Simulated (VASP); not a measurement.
# GaAs (F-43m) in VASP: further runs, part 2 of 2

VASP 6.6.1. Earlier steps stand in the parts before.

## 5. Single point, PBE-based screened hybrid

POSCAR reads:

```
GaAs
1.0
    0.0000000000      2.8330831910      2.8330831910
    2.8330831910      0.0000000000      2.8330831910
    2.8330831910      2.8330831910      0.0000000000
Ga As
1 1
Direct
    0.0000000000      0.0000000000      0.0000000000
    0.2500000000      0.2500000000      0.2500000000
```

INCAR.step1 reads:

```
PREC = Accurate
ENCUT = 520
EDIFF = 1E-5
ISMEAR = 0
SIGMA = 0.01
LREAL = F
LASPH = T
NELM = 100
ALGO = Normal
ISIF = 2
LWAVE = T
LCHARG = F
GGA = PE
NBANDS = 16
```

INCAR.step2 reads:

```
PREC = Accurate
ENCUT = 520
EDIFF = 1E-6
ISMEAR = 0
SIGMA = 0.01
LREAL = F
LASPH = T
NELM = 100
ALGO = Normal
ISIF = 2
LWAVE = F
LCHARG = F
GGA = PE
LHFCALC = T
AEXX = 0.4
HFSCREEN = 0.1
PRECFOCK = Normal
ISTART = 1
NBANDS = 16
```

KPOINTS reads:

```
regular mesh
0
Gamma
  4 4 4
```

Potentials or basis: VASP PAW PBE potentials, release 64 (Ga_d, As).

Started as:

```bash
cat potpaw_PBE.64/Ga_d/POTCAR potpaw_PBE.64/As/POTCAR > POTCAR
cp INCAR.step1 INCAR
mpirun -np 1 vasp_std > vasp.out
cp INCAR.step2 INCAR
mpirun -np 1 vasp_std > vasp.out
```

OUTCAR:

```text
PREC = Accurate
   ENCUT = 520
   EDIFF = 1E-6
   ISMEAR = 0
   LREAL = F
   LASPH = T
   NELM = 100
   ISIF = 2
   GGA = PE
   LHFCALC = T
   AEXX = 0.4
   HFSCREEN = 0.1
   PRECFOCK = Normal
   ISTART = 1

 ion  position               nearest neighbor table
   1  0.000  0.000  0.000-   2 2.45   2 2.45   2 2.45   2 2.45
   2  0.250  0.250  0.250-   1 2.45   1 2.45   1 2.45   1 2.45

  LATTYP: Found a face centered cubic cell.
 ALAT       =     5.6661663820

  Lattice vectors:

 A1 = (   0.0000000000,   2.8330831910,   2.8330831910)
 A2 = (   2.8330831910,   0.0000000000,   2.8330831910)
 A3 = (   2.8330831910,   2.8330831910,   0.0000000000)

Analysis of symmetry for initial positions (statically):
=====================================================================
 Subroutine PRICEL returns:
 Original cell was already a primitive cell.

 Routine SETGRP: Setting up the symmetry group for a
 face centered cubic supercell.
[... 154 lines left out ...]
  ext. energy  EPLUGINS =         0.00000000
  ---------------------------------------------------
  free energy    TOTEN  =       -11.52881077 eV

  energy without entropy =      -11.52881077  energy(sigma->0) =      -11.52881077

 E-fermi :   2.9283     XC(G=0):  -6.6646

 val. band max:        2.8753925142   @ k =   0.0000   0.0000   0.0000
 cond. band min:       5.4600073363   @ k =   0.0000   0.0000   0.0000
 fundamental gap:      2.5846148221
 Fermi energy:         2.9283153946

 k-point     1 :       0.0000    0.0000    0.0000
  band No.  band energies     occupation
      1     -16.1106      2.00000
      2     -16.1106      2.00000
      3     -16.1106      2.00000
      4     -16.0285      2.00000
      5     -16.0285      2.00000
      6     -11.7955      2.00000
[... 129 lines left out ...]
      3     -16.0720      2.00000
      4     -16.0384      2.00000
      5     -16.0256      2.00000
      6      -8.8718      2.00000
[... 8 lines left out ...]
     15      17.6666      0.00000
     16      18.6520      0.00000

------------------------ aborting loop because EDIFF is reached ----------------------------------------

  FORCE on cell =-STRESS in cart. coord.  units (eV):
  Direction    XX          YY          ZZ          XY          YZ          ZX
  --------------------------------------------------------------------------------------
  -------------------------------------------------------------------------------------
  Total       -0.3179544     -0.3179544     -0.3179544      0.0000000      0.0000000      0.0000000
  in kB      -11.2012743    -11.2012743    -11.2012743      0.0000000      0.0000000      0.0000000
  external PRESSURE =     -11.2012743 kB  Pullay stress =       0.0000000 kB

 VOLUME and BASIS-vectors are now :
 -----------------------------------------------------------------------------
  energy-cutoff  :      520.00
  volume of cell :       45.48
      direct lattice vectors                 reciprocal lattice vectors
     0.000000000  2.833083191  2.833083191    -0.176486169  0.176486169  0.176486169
     2.833083191  0.000000000  2.833083191     0.176486169 -0.176486169  0.176486169
     2.833083191  2.833083191  0.000000000     0.176486169  0.176486169 -0.176486169

 POSITION                                       TOTAL-FORCE (eV/Angst)
 -----------------------------------------------------------------------------------
      0.00000      0.00000      0.00000         0.000000      0.000000      0.000000
      1.41654      1.41654      1.41654        -0.000000     -0.000000     -0.000000
 -----------------------------------------------------------------------------------
    total drift:                               -0.000046     -0.000059     -0.000038

  FREE ENERGIE OF THE ION-ELECTRON SYSTEM (eV)
  ---------------------------------------------------
  free  energy   TOTEN  =       -11.5288107723 eV

  energy  without entropy=      -11.5288107723  energy(sigma->0) =      -11.52881077
```

OUTCAR.step1:

```text
PREC = Accurate
   ENCUT = 520
   EDIFF = 1E-5
   ISMEAR = 0
   LREAL = F
   LASPH = T
[... 355 lines left out ...]
 -----------------------------------------------------------------------------------
      0.00000      0.00000      0.00000         0.000000      0.000000     -0.000000
      1.41654      1.41654      1.41654        -0.000000     -0.000000      0.000000
 -----------------------------------------------------------------------------------
    total drift:                                0.000002      0.000002      0.000002

  FREE ENERGIE OF THE ION-ELECTRON SYSTEM (eV)
  ---------------------------------------------------
  free  energy   TOTEN  =        -8.0796591349 eV

  energy  without entropy=       -8.0796591349  energy(sigma->0) =       -8.07965913
```

OSZICAR.step1:

```text
N       E                     dE             d eps       ncg     rms          rms(c)
DAV:   1     0.815986226895E+02    0.81599E+02   -0.84629E+03   256   0.149E+03
DAV:   2    -0.197545971238E+01   -0.83574E+02   -0.79717E+02   304   0.297E+02
DAV:   3    -0.815843292290E+01   -0.61830E+01   -0.61650E+01   296   0.641E+01
DAV:   4    -0.826211393160E+01   -0.10368E+00   -0.10365E+00   328   0.935E+00
DAV:   5    -0.826368126067E+01   -0.15673E-02   -0.15673E-02   296   0.101E+00    0.295E+00
DAV:   6    -0.809969086160E+01    0.16399E+00   -0.23704E-01   384   0.824E+00    0.178E+00
DAV:   7    -0.807739868021E+01    0.22292E-01   -0.75186E-02   344   0.190E+00    0.586E-01
DAV:   8    -0.807894189476E+01   -0.15432E-02   -0.12641E-02   296   0.126E+00    0.118E-01
DAV:   9    -0.807949515504E+01   -0.55326E-03   -0.11833E-03   304   0.415E-01    0.535E-02
DAV:  10    -0.807959067112E+01   -0.95516E-04   -0.95727E-05   320   0.977E-02    0.300E-02
DAV:  11    -0.807965892252E+01   -0.68251E-04   -0.94183E-05   288   0.733E-02    0.344E-03
DAV:  12    -0.807965913489E+01   -0.21237E-06   -0.14956E-06   248   0.163E-02
   1 F= -.80796591E+01 E0= -.80796591E+01  d E =-.641003E-16
```

Run time: 3.3 min. Hardware: 1 thread of Intel Xeon 6975P-C (Granite Rapids), shared host; peak memory 0.27 GiB.

What came out:

* Free energy: -11.5288 eV
* Pressure: -1.1 GPa
* Band gap on the k mesh: 2.58 eV, direct

Caveat: the k mesh is coarse (spacing up to 0.48 Å⁻¹), so the values aren't converged; the PAW data sets were made with another functional, which shifts forces and pressure a little. A k mesh can miss the band edges.

## 6. The runs side by side

```tsv
level	k mesh	exchange at q = 0	grid for exact exchange (PRECFOCK)	screening parameter	share of exact exchange	mesh quality	gap on the mesh (eV)	pressure (GPa)
HSE06	4 × 4 × 4	truncated	Normal	0.2079 1/A	-	coarse	1.41	0.8
PBEsol	6 × 6 × 6	-	-	-	-	not flagged	0.40	-0.2
PBE-based screened hybrid	4 × 4 × 4	truncated	Normal	0.2078	0.35	coarse	1.83	-0.2
PBE-based screened hybrid	4 × 4 × 4	truncated	Normal	0.1	0.4	coarse	2.58	-1.1
```

Alike in all rows: task single point; potentials or basis VASP PAW PBE potentials, release 64 (Ga_d, As); no spin polarisation; cell as given; cutoff (eV) 520; smearing gaussian 0.01 eV.

Caveats: some runs use coarse meshes; the PAW data sets were made with another functional, which shifts forces and pressure a little.

Absolute energies hang on the potentials; compare differences alone.

## 7. Against experiment

Step 3. Against the measured gap of GaAs, 1.418 eV (direct; 300 K; “Evidence of valence band perturbations in GaAsN/GaAs(001): A combined variable-angle spectroscopic ellipsometry and modulated photoreflectance investigation”, 2008, arxiv:0805.2212), the calculated 0.40 eV is off by -1.01 eV. So large a miss can be the level of theory's own, or it may mean another phase, state or a wrong row. 3 values of this kind are on record (1.412 to 1.51 eV); this one was drawn at random among those near their median, those with a stated uncertainty first. Spin-orbit coupling on As, Ga is left out. The value is that of PBEsol, without temperature or zero-point motion. Semilocal functionals fall short of measured gaps as a rule.
